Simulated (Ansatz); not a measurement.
# Cu (Fm-3m) in Ansatz: further runs

Runs on Cu. Level: PBE. Tasks: single point, equation of state.

Everything below comes from runs of Ansatz 0.2.0. Logs are shortened: lines on timing, memory, paths and dates and some standing lists are left out, and cuts for length are marked.

**1. Starting point**

It takes space group Fm-3m (No. 225, cubic). The conventional cell has a = 3.615 Å, b = 3.615 Å, c = 3.615 Å, α = 90.00°, β = 90.00°, γ = 90.00°. Cu (site symmetry m-3m) has 12 Cu at 2.56 Å as nearest neighbours.

**2. Single point, PBE, 11.10 Å³/atom (volume scaled by 0.94)**

input.yaml reads:

```yaml
crystal:
  lattice:
    - [0.0, 1.7706018915, 1.7706018915]
    - [1.7706018915, 0.0, 1.7706018915]
    - [1.7706018915, 1.7706018915, 0.0]
  atoms:
    - { symbol: Cu, position: [0.0, 0.0, 0.0] }
hamiltonian:
  xc: pbe
  pseudopotentials: { kind: paw, partial_waves: polarizable }
kpoints:
  mp_grid: { grid: [13, 13, 13] }
scf:
  occupations: { method: fermi_dirac, width: 0.05 }
output:
  forces: true
  stress: true
  eigenvalues: true
```

Potentials or basis: Ansatz PAW polarizable.

Started as:

```
$ ansatz run input.yaml --threads 2 --pin off --max-ram 5120MiB --backend cpu --events-out ev --progress --plain --runs-dir out
```

Log:

```text
Warning: RAYON_NUM_THREADS=2 ignored (pool sized by the plan → 2); use --threads N
Engine: ansatz 0.2.0, aarch64-unknown-linux-gnu
Pseudopotentials: kind: paw
Pseudopotential: Cu, paw, valence charge 19, recommended cutoff 420 eV (normal), Cu.paw.azcp
Functional definition: PBE
  parameter kappa = 0.804
  parameter beta = 0.06672455060314922
  exchange = pbe_x(kappa = kappa, mu = beta*pi^2/3)
  correlation = pbe_c(beta = beta)
Crystal: 1 atoms, lattice volume = 11.102 Å³
Basis set: ecut = 420 eV, 229 PW (Γ), exchange–correlation on 36×36×36 points (8 copies of the dense FFT grid, shifted against one another)
Bands: 14, of which v1, the nominal top of the filled ones, is band 10 counted from 1 (9 counted from 0)
Symmetry: 48 space group operations
Space group: Fm-3m (ITA 225), of the structure as read, at distance tolerance 2.2e-5 Å
k-points: 84 of 2197
Non-local potential: Cu, projectors of the file, l = 0: 3, l = 1: 2, l = 2: 3, l = 3: 1
PAW form: soft (Blöchl's): semilocal exchange-correlation on the pseudo side does not see the compensation charge
PAW one-centre angular grid: Cu, 590 points (default); XC on 64 Gauss nodes
Initial density: superposition of atomic densities (neutral atoms: chi_scale 0, normalization atom), corrected by the library's trained network
Initial wavefunctions: pseudopotential atomic-orbital guess
Functional: x = pbe(κ = 0.804, μ = 0.2195149727645171), c = pbe(β = 0.06672455060314922)
Partial waves of Cu: polarizable
SCF iter   1: F=—  HF=-6625.145805 eV  |F-HF|=—  |Δ(HF+E_count)|=         —  Δρ=1.13e-3  dr2=6.73e-5  ethr=1.77e-3  ⟨swp⟩=5.5  Hψ=5945  notcnv=0
preconditioner: auto → none  [insulator: Δε(μ)=0.195 eV  Ē_g=17.769 eV  σ=0.050 eV  W_gap=0.56  n_scr=0 (ndim 8)  ℏωp=37.0 eV  f_vac=0.000  D(μ)=0.33/eV (n_scr^D=0)  ε∞_Penn≈5.3]
SCF iter   2: F=—  HF=-6625.145912 eV  |F-HF|=—  |Δ(HF+E_count)|=   1.07e-4  Δρ=4.25e-4  dr2=5.10e-6  ethr=3.54e-7  ⟨swp⟩=2.6  Hψ=2707  notcnv=0
SCF iter   3: F=—  HF=-6625.145925 eV  |F-HF|=—  |Δ(HF+E_count)|=   1.26e-5  Δρ=1.67e-4  dr2=1.12e-6  ethr=2.68e-8  ⟨swp⟩=2.6  Hψ=1629  notcnv=0
iter 4 did not close the SCF: its close was put off for the readings that it lacked (scf_convergence_deferred on its scf_iter line)
SCF iter   4: F=-6625.145926 eV  HF=-6625.145926 eV  |F-HF|=9.19e-10  |Δ(HF+E_count)|=   1.76e-6  Δρ=1.08e-5  dr2=3.15e-9  ethr=5.92e-9  ⟨swp⟩=2.1  Hψ=1586  notcnv=0
iter 5 did not close the SCF: its close was put off for the readings that it lacked (scf_convergence_deferred on its scf_iter line)
SCF iter   5: F=-6625.145926 eV  HF=-6625.145926 eV  |F-HF|=4.41e-10  |Δ(HF+E_count)|=   5.33e-9  Δρ=2.92e-6  dr2=1.96e-10  ethr=1.66e-11  ⟨swp⟩=2.0  Hψ=1884  notcnv=0
SCF iter   6: F=-6625.145926 eV  HF=-6625.145926 eV  |F-HF|=0.00e0  |Δ(HF+E_count)|=  4.96e-10  Δρ=8.51e-8  dr2=2.43e-13  ethr=1.03e-12  ⟨swp⟩=1.6  Hψ=3772  notcnv=0
SCF 1 converged in 6 iterations: F = -6625.145926 eV  dr2 = 2.43e-13
SCF converged after 6 iterations
Free energy (F): -6625.145926 eV
Harris-Foulkes:  -6625.145926 eV  (|F-HF|=0.00e0)
Internal energy: -6625.143198 eV  (E = F + TS)
E sigma→0 (E₀):  -6625.144562 eV
Entropy (-TS):   -0.002728 eV (-2.728 meV/atom)
Fermi energy:    18.338648 eV
--- Per-component energies (eV) ---
  E_band       = -336.592763
  E_kinetic    = 300.804268
  E_local      = -3935.452682  (includes V_loc(G=0)·N_el)
  E_nonlocal   = 389.006307
  E_hartree    = 1737.771845
  E_xc         = -90.173336
  E_vxc        = -116.413196  (∫ρ·V_xc dr)
  E_paw        = -1661.950317  (= ΣΔE_a)
  E_vpaw       = -450.081395  (= ΣTr[D̂ρ^β])
  E_aug_tail   = 0.000208  (compensation charges beyond the density's cutoff)
  E_ewald      = -3365.149492
  E_smearing   = -0.002728  (= −TS)
  E_closure    = -0.000000  (closes the sum)
  Σ components = -6625.145926   (vs F -6625.145926, Δ=0.00e0)
--- Forces (eV/Å), atoms counted from 1 ---
  atom   1  Cu    -0.00000000     0.00000000    -0.00000000
  max |Σ_I F_I| component: 1.44e-31 eV/Å
--- Stress (GPa, compression-positive) ---
       12.488299       0.000000       0.000000
        0.000000      12.488299      -0.000000
        0.000000       0.000000      12.488299
  P = ⅓ Tr σ = 12.4883 GPa (124.883 kbar)
--- Band table (eV; the first three rows and the last of 84) ---
  k-point 0: bands = ["-94.5931", "-51.8880", "-51.8880", "-51.8880", "8.2480", "14.9417", "14.9417", "14.9417", "15.8588", "15.8588", "41.2500", "44.2289", "44.2289", "44.2289"]
  k-point 1: bands = ["-94.5919", "-51.8958", "-51.8891", "-51.8891", "8.4735", "14.8910", "14.9860", "14.9860", "15.8417", "15.8417", "39.9221", "42.3602", "43.6104", "43.6104"]
  k-point 2: bands = ["-94.5890", "-51.9176", "-51.8923", "-51.8923", "9.1332", "14.7664", "15.0815", "15.0815", "15.8252", "15.8252", "36.0639", "41.8379", "42.6801", "42.6801"]
  k-point 83: bands = ["-94.5687", "-51.9846", "-51.9734", "-51.9389", "13.6944", "14.2235", "14.4873", "15.8241", "16.6170", "23.2156", "25.2377", "27.2933", "27.9610", "46.1554"]
```

It took 0.69 s on 2 threads of Arm Neoverse V1, shared host; peak memory 0.29 GiB.

Results:

```
Free energy            : -6625.1459 eV
Pressure               : 12.5 GPa
Band gap on the k mesh : none (metal or under the smearing width)
```

**3. Single point, PBE, 11.34 Å³/atom (volume scaled by 0.96)**

Edit input.yaml of step 2 so:

```diff
@@ -2,5 +2,5 @@
   lattice:
-    - [0.0, 1.7706018915, 1.7706018915]
-    - [1.7706018915, 0.0, 1.7706018915]
-    - [1.7706018915, 1.7706018915, 0.0]
+    - [0.0, 1.7830713297, 1.7830713297]
+    - [1.7830713297, 0.0, 1.7830713297]
+    - [1.7830713297, 1.7830713297, 0.0]
   atoms:
```

Potentials or basis: Ansatz PAW polarizable.

Started as:

```
$ ansatz run input.yaml --threads 2 --pin off --max-ram 5120MiB --backend cpu --events-out ev --progress --plain --runs-dir out
```

Wall time 0.68 s (2 threads of Arm Neoverse V1, shared host); peak memory 0.29 GiB.

Results (log left out):

```yaml
Free_energy: -6625.1613 eV
Pressure: 8.4 GPa
Band_gap_on_the_k_mesh: none (metal or under the smearing width)
```

**4. Single point, PBE, 11.57 Å³/atom (volume scaled by 0.98)**

Edit input.yaml of step 3 so:

```diff
@@ -2,5 +2,5 @@
   lattice:
-    - [0.0, 1.7830713297, 1.7830713297]
-    - [1.7830713297, 0.0, 1.7830713297]
-    - [1.7830713297, 1.7830713297, 0.0]
+    - [0.0, 1.795368762, 1.795368762]
+    - [1.795368762, 0.0, 1.795368762]
+    - [1.795368762, 1.795368762, 0.0]
   atoms:
```

Started as:

```
$ ansatz run input.yaml --threads 2 --pin off --max-ram 5120MiB --backend cpu --events-out ev --progress --plain --runs-dir out
```

Wall time 0.7 s (2 threads of Arm Neoverse V1, shared host); peak memory 0.29 GiB.

The run converged. Its results:

* Free energy: -6625.1711 eV
* Pressure: 4.9 GPa
* Band gap on the k mesh: none (metal or under the smearing width)

**5. Single point, PBE, 11.81 Å³/atom**

Edit input.yaml of step 4 so:

```diff
@@ -2,5 +2,5 @@
   lattice:
-    - [0.0, 1.795368762, 1.795368762]
-    - [1.795368762, 0.0, 1.795368762]
-    - [1.795368762, 1.795368762, 0.0]
+    - [0.0, 1.8075, 1.8075]
+    - [1.8075, 0.0, 1.8075]
+    - [1.8075, 1.8075, 0.0]
   atoms:
```

Started as:

```
$ ansatz run input.yaml --threads 2 --pin off --max-ram 5120MiB --backend cpu --events-out ev --progress --plain --runs-dir out
```

Run time: 0.71 s. Hardware: 2 threads of Arm Neoverse V1, shared host; peak memory 0.29 GiB.

The run converged. Its results:

* Free energy: -6625.1758 eV
* Pressure: 1.7 GPa
* Band gap on the k mesh: none (metal or under the smearing width)

**6. Single point, PBE, 12.05 Å³/atom (volume scaled by 1.02)**

Edit input.yaml of step 5 so:

```diff
@@ -2,5 +2,5 @@
   lattice:
-    - [0.0, 1.8075, 1.8075]
-    - [1.8075, 0.0, 1.8075]
-    - [1.8075, 1.8075, 0.0]
+    - [0.0, 1.8194705475, 1.8194705475]
+    - [1.8194705475, 0.0, 1.8194705475]
+    - [1.8194705475, 1.8194705475, 0.0]
   atoms:
@@ -18 +18,5 @@
   eigenvalues: true
+  write_density: true
+  write_potential: true
+  elf: true
+  volumetric_format: npy
```

Potentials or basis: Ansatz PAW polarizable.

Started as:

```
$ ansatz run input.yaml --threads 2 --pin off --max-ram 5120MiB --backend cpu --events-out ev --progress --plain --runs-dir out
```

It took 0.94 s on 2 threads of Arm Neoverse V1, shared host; peak memory 0.29 GiB.

The run converged. Its results:

```yaml
Free_energy: -6625.1761 eV
Pressure: -1.2 GPa
Band_gap_on_the_k_mesh: none (metal or under the smearing width)
```

**7. Single point, PBE, 12.28 Å³/atom (volume scaled by 1.04)**

input.yaml reads:

```yaml
crystal:
  lattice:
    - [0.0, 1.8312856224, 1.8312856224]
    - [1.8312856224, 0.0, 1.8312856224]
    - [1.8312856224, 1.8312856224, 0.0]
  atoms:
    - { symbol: Cu, position: [0.0, 0.0, 0.0] }
hamiltonian:
  xc: pbe
  pseudopotentials: { kind: paw, partial_waves: polarizable }
kpoints:
  mp_grid: { grid: [13, 13, 13] }
scf:
  occupations: { method: fermi_dirac, width: 0.05 }
output:
  forces: true
  stress: true
  eigenvalues: true
```

Started as:

```
$ ansatz run input.yaml --threads 2 --pin off --max-ram 5120MiB --backend cpu --events-out ev --progress --plain --runs-dir out
```

Wall time 0.74 s (2 threads of Arm Neoverse V1, shared host); peak memory 0.29 GiB.

The run converged. Its results:

| Item | Value |
| --- | --- |
| Free energy | -6625.1725 eV |
| Pressure | -3.7 GPa |
| Band gap on the k mesh | none (metal or under the smearing width) |

**8. Single point, PBE, 12.52 Å³/atom (volume scaled by 1.06)**

Edit input.yaml of step 7 so:

```diff
@@ -2,5 +2,5 @@
   lattice:
-    - [0.0, 1.8312856224, 1.8312856224]
-    - [1.8312856224, 0.0, 1.8312856224]
-    - [1.8312856224, 1.8312856224, 0.0]
+    - [0.0, 1.8429501765, 1.8429501765]
+    - [1.8429501765, 0.0, 1.8429501765]
+    - [1.8429501765, 1.8429501765, 0.0]
   atoms:
@@ -18 +18,5 @@
   eigenvalues: true
+  write_density: true
+  write_potential: true
+  elf: true
+  volumetric_format: npy
```

Started as:

```
$ ansatz run input.yaml --threads 2 --pin off --max-ram 5120MiB --backend cpu --events-out ev --progress --plain --runs-dir out
```

It took 0.96 s on 2 threads of Arm Neoverse V1, shared host; peak memory 0.3 GiB.

Results (log left out):

```yaml
Free_energy: -6625.1655 eV
Pressure: -5.9 GPa
Band_gap_on_the_k_mesh: none (metal or under the smearing width)
```

**9. Equation of state, PBE**

Potentials or basis: Ansatz PAW polarizable.

This step only gathers the single runs of the series.

What came out:

- Equilibrium volume: 11.95 Å³/atom
- Bulk modulus: 142 GPa
- Pressure derivative of the bulk modulus: 5.0

Energy against volume, from the lowest point:
| volume (Å³/atom) | energy (meV/atom) |
| --- | --- |
| 11.102 | 30.22 |
| 11.338 | 14.85 |
| 11.574 | 5.09 |
| 11.810 | 0.33 |
| 12.047 | 0.00 |
| 12.283 | 3.60 |
| 12.519 | 10.69 |

PBE usually gives volumes a little too large and moduli too small. Zero-point motion and thermal expansion aren't in these numbers.
